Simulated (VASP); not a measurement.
Wanted: the native input for a VASP 6.6.1 run.

| Item | Value |
| --- | --- |
| Task | electrostatic potential |
| Functional | PBE |
| Dispersion | D3 |
| Potentials or basis | VASP PAW PBE potentials, release 64 (La) |
| Cutoff | 520 eV |
| k mesh | 9 × 9 × 9 |
| Occupations | fermi-dirac, width 0.05 eV |
| Spin | no spin polarisation |
| Further INCAR settings | ALGO = Normal; EDIFF = 1e-06 |

The structure of La lies in POSCAR:

```
La
3.6846
   -0.566551321717      0.585337078652      0.579997014601
    0.587586169462     -0.576448461163      0.592142973457
    0.552183954839      0.562081094284     -0.571108125712
La
1
Direct
    0.0000000000      0.0000000000      0.0000000000
```

This isn't the form of La at room conditions, which is double hcp.

The cell isn't the ideal one: cell strained at random at fixed volume.

These files were run (other wordings do the same):

INCAR

```
SYSTEM = La
  PREC = Accurate
  ENCUT = 520
  EDIFF = 1E-6
  ISMEAR = -1
  SIGMA = 0.05
  LREAL = .False.
  LASPH = .True.
  NELM = 100
  ALGO = Normal
  ISIF = 2
  LWAVE = .False.
  LCHARG = .True.
  GGA = PE
  IVDW = 11
  LVHAR = .True.
```

KPOINTS

```
regular mesh
0
Gamma
  9 9 9
  0 0 0
```

Potentials or basis: VASP PAW PBE potentials, release 64 (La).

Run with:

```sh
$ cat potpaw_PBE.64/La/POTCAR > POTCAR
$ mpirun -np 1 vasp_std > vasp.out
```

It gave:

```json
{
  "Pressure": "-2.2 GPa",
  "Band gap on the k mesh": "none (metal or under the smearing width)",
  "Dispersion energy per atom": "-0.306 eV"
}
```

Caveat: pairwise dispersion overbinds metals, which lowers pressure and volume.

It took 3.3 min on 1 thread of AMD EPYC 7R43 64-Core Processor (Zen 3) (shared host), peak memory 0.29 GiB.
